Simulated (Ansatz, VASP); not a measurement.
## Two plane-wave programs on Ba

The input INCAR:

```
SYSTEM = Ba
PREC = Accurate ; ENCUT = 520
EDIFF = 1E-6 ; ISMEAR = 0
SIGMA = 0.15 ; LREAL = .FALSE.
LASPH = .TRUE. ; NELM = 100
ALGO = Fast ; ISIF = 2
LWAVE = .FALSE. ; LCHARG = .FALSE.
GGA = PE ; NBANDS = 11
```

File KPOINTS:

```
Automatic mesh
0
G
  14 14 14
  0 0 0
```

POSCAR

```
Ba
1.0
   -2.4375000000      2.4375000000      2.5000000000
    2.4375000000     -2.4375000000      2.5000000000
    2.4375000000      2.4375000000     -2.5000000000
Ba
1
Direct
    0.0000000000      0.0000000000      0.0000000000
```

Input for Ansatz:

```yaml
crystal:
  lattice:
    - [-2.4375, 2.4375, 2.5]
    - [2.4375, -2.4375, 2.5]
    - [2.4375, 2.4375, -2.5]
  atoms:
    - { symbol: Ba, position: [0.0, 0.0, 0.0] }
basis:
  ecutwfc: 420
kpoints:
  mp_grid: { grid: [14, 14, 14] }
hamiltonian:
  xc: pbe
scf:
  occupations: { method: gaussian, width: 0.15 }
output:
  forces: true
  stress: true
  eigenvalues: true
```

Change from the starting cell: strain -0.025 along x and y, +0.000 along z, atoms carried along.

Alike in both runs: task single point; functional PBE; k mesh 14 × 14 × 14; occupations gaussian, width 0.15 eV; no spin polarisation.

```csv
,VASP,Ansatz
version,VASP 6.6.1,Ansatz 0.2.0
potentials or method,"VASP PAW PBE potentials, release 64 (Ba_sv)","scalar-relativistic, plane waves, PAW"
plane-wave cutoff (eV),520,420
valence electrons in the cell,10,10
```

VASP gave:

```
gap on the k mesh at the Fermi level (eV)       : none
pressure (GPa)                                  : 0.7
largest component of the traceless stress (GPa) : 0.09
```

Problem. Estimate Ansatz's values.

Solution. gap on the k mesh at the Fermi level (eV): none; pressure (GPa): 0.6; largest component of the traceless stress (GPa): 0.08.

A gap of «none» marks a metal or a gap that the smearing closes.

The runs have no spin-orbit coupling, so splittings on Ba are missing.
